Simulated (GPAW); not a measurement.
Sb, 2 atoms in the cell. Symmetry: R-3m, No. 166, trigonal system. Conventional cell: a = 4.308 Å, b = 4.308 Å, c = 11.274 Å, α = 90.00°, β = 90.00°, γ = 120.00°. Sb (site symmetry 3m) is surrounded by 3 Sb at 2.91 Å. 

```yaml
Program: GPAW 26.7.0
Task: single point
Functional: PBE
Potentials_or_basis: GPAW PAW data sets (gpaw-data 1.2.1)
Cutoff: 600 eV
Basis: pw
k_mesh: 8 × 8 × 8
Occupations: fermi-dirac, width 0.05 eV
Spin: no spin polarisation
Maxiter: 150
```

Potentials or basis: GPAW PAW data sets (gpaw-data 1.2.1), pw.

The run is started by

```bash
$ OMP_NUM_THREADS=1 python run.py
```

Hardware: 1 thread of Arm Neoverse V1 (shared host).

Task: How long does it take, and how much memory?

Result: Run time: 69 s on 1 thread of Arm Neoverse V1, on a shared host, peak memory 0.22 GiB. Counts: scf iterations 9, plane waves 2032, bands 25, k points 65.
